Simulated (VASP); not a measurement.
Wanted: the native input for a VASP 6.6.1 run.

- Task: relaxation of cell and atoms
- Functional: LDA
- Potentials or basis: VASP PAW LDA potentials, release 64 (Si)
- Cutoff: 600 eV
- k mesh: 12 × 12 × 6
- Occupations: gaussian, width 0.03 eV
- Spin: no spin polarisation
- Further INCAR settings: ALGO = Normal; EDIFF = 1e-07; IBRION = 2; EDIFFG = -0.005; NSW = 90; ISIF = 3

The structure of Si lies in POSCAR:

```
Si                                      
1.0
    3.8031855705      0.0000000000      0.0000000000
   -1.9015927853      3.2936553219      0.0000000000
    0.0000000000     -0.0000000000      6.2888826316
  Si            
     4
Direct
     0.6666666699999979    0.3333333300000021    0.0630006446226078
     0.3333333300000021    0.6666666699999979    0.5630006446226078
     0.6666666699999979    0.3333333300000021    0.4369993553773922
     0.3333333300000021    0.6666666699999979    0.9369993553773922
```

The cell was built by a generator and needn't be a form met in nature.

One way to write it, as run:

INCAR

```
PREC = Accurate
ENCUT = 600
EDIFF = 1E-7
ISMEAR = 0
SIGMA = 0.03
LREAL = False
LASPH = True
NELM = 80
ALGO = Normal
ISIF = 3
LWAVE = False
LCHARG = False
IBRION = 2
NSW = 90
EDIFFG = -0.005
```

KPOINTS

```
Automatic mesh
0
Gamma
  12 12 6
```

Potentials or basis: VASP PAW LDA potentials, release 64 (Si).

Launch:

```bash
$ cat potpaw_LDA.64/Si/POTCAR > POTCAR
$ mpirun -np 1 vasp_std > vasp.out
```

It gave:

```json
{
 "Energy gained by relaxing": "0.0 meV/atom",
 "Ionic steps": "2",
 "Pressure after relaxing": "0.0 GPa",
 "Largest force after relaxing": "0.003 eV/Å",
 "Band gap on the k mesh": "0.27 eV, indirect (least direct gap 0.99 eV)"
}
```

Run time: 40 s on 1 thread of Intel(R) Xeon(R) 6975P-C (Granite Rapids), on a shared host, peak memory 0.2 GiB.
